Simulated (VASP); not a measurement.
The system is MgO.

```xyz
4
Lattice="3.3078 0.0000 0.0000 -1.6539 2.8646 0.0000 0.0000 0.0000 4.9829" Properties=species:S:1:pos:R:3 pbc="T T T"
Mg    0.0000    1.9098    0.0108
Mg    1.6539    0.9549    2.5022
O     0.0000    1.9098    2.0053
O     1.6539    0.9549    4.4968
```

Measurements of this composition are mostly on another form, of space group No. 225.

```yaml
Program: VASP 6.6.1
Task: relaxation of cell and atoms
Functional: RPBE
Potentials_or_basis: VASP PAW PBE potentials, release 64 (Mg, O)
Cutoff: 600 eV
k_mesh: 9 × 9 × 6
Occupations: gaussian, width 0.02 eV
Spin: no spin polarisation
```

At the start: pressure 6.2 GPa; volume 11.80 Å³/atom.

Task: Where does the relaxation end?

Result: Over 12 steps the energy falls by 12.9 meV/atom and the volume is 12.48 Å³/atom (+5.8 %); space group P6_3mc (No. 186, to 0.05 Å).

The path:
| step | energy change (eV) | largest force (eV/Å) | pressure (GPa) | volume (Å³) |
| --- | --- | --- | --- | --- |
| 1 | 0.0000 | 0.0066 | 6.21 | 47.22 |
| 2 | -0.0425 | 0.0581 | -1.51 | 50.41 |
| 3 | -0.0459 | 0.0448 | 0.02 | 49.69 |
| 4 | -0.0459 | 0.0458 | -0.10 | 49.74 |
| 5 | -0.0469 | 0.0506 | -0.10 | 49.77 |
| 6 | -0.0491 | 0.0623 | -0.11 | 49.85 |
| 7 | -0.0506 | 0.0754 | -0.16 | 50.01 |
| 8 | -0.0512 | 0.0416 | -0.10 | 50.00 |
| 9 | -0.0514 | 0.0100 | -0.05 | 49.99 |
| 10 | -0.0515 | 0.0057 | -0.03 | 49.97 |
| 11 | -0.0516 | 0.0067 | 0.00 | 49.94 |
| 12 | -0.0516 | 0.0030 | 0.00 | 49.93 |

Final structure:
```xyz
4
Lattice="3.3364 0.0000 0.0000 -1.6682 2.8894 0.0000 0.0000 0.0000 5.1797" Properties=species:S:1:pos:R:3 pbc="T T T"
Mg    0.0000    1.9263    0.0368
Mg    1.6682    0.9631    2.6267
O     0.0000    1.9263    2.0589
O     1.6682    0.9631    4.6487
```

Caveat: the PAW data sets were made with another functional, which shifts forces and pressure a little.
